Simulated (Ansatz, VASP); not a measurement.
**SnO in VASP and in Ansatz**

```
Sn O
1.0
     3.80200    0.00000    0.00000
     0.00000    3.80200    0.00000
     0.00000    0.00000    4.83600
Sn O
2 2
Cartesian
  0.0000 1.9010 1.1534
  1.9010 0.0000 3.6826
  0.0000 0.0000 0.0000
  1.9010 1.9010 0.0000
```

Alike in both runs: task electric field gradients; functional LDA; k mesh 6 × 6 × 5; occupations fermi-dirac, width 0.02 eV; no spin polarisation.

|  | VASP | Ansatz |
| --- | --- | --- |
| version | VASP 6.6.1 | Ansatz 0.2.0 |
| potentials or method | VASP PAW LDA potentials, release 64 (Sn_d, O) | PAW with Ansatz's default frozen-core files, scalar-relativistic |
| plane-wave cutoff (eV) | 520 | 420 |
| valence electrons in the cell | 40 | 40 |

|  | VASP | Ansatz | Ansatz less VASP |
| --- | --- | --- | --- |
| pressure (GPa) | -2.5 | -2.8 | -0.32 |
| largest component of the traceless stress (GPa) | 0.12 | 0.10 | -0.022 |
| rms of the force components (eV/Å) | 0.062 | 0.106 | +0.0441 |
| Vzz of the field gradient on the site that differs most (V/Å²) | -164.9 | -170.5 | -5.58 |

Atom by atom the forces differ by 0.044 eV/Å (rms over components). Ansatz warned: «gradients_without_spin_orbit».
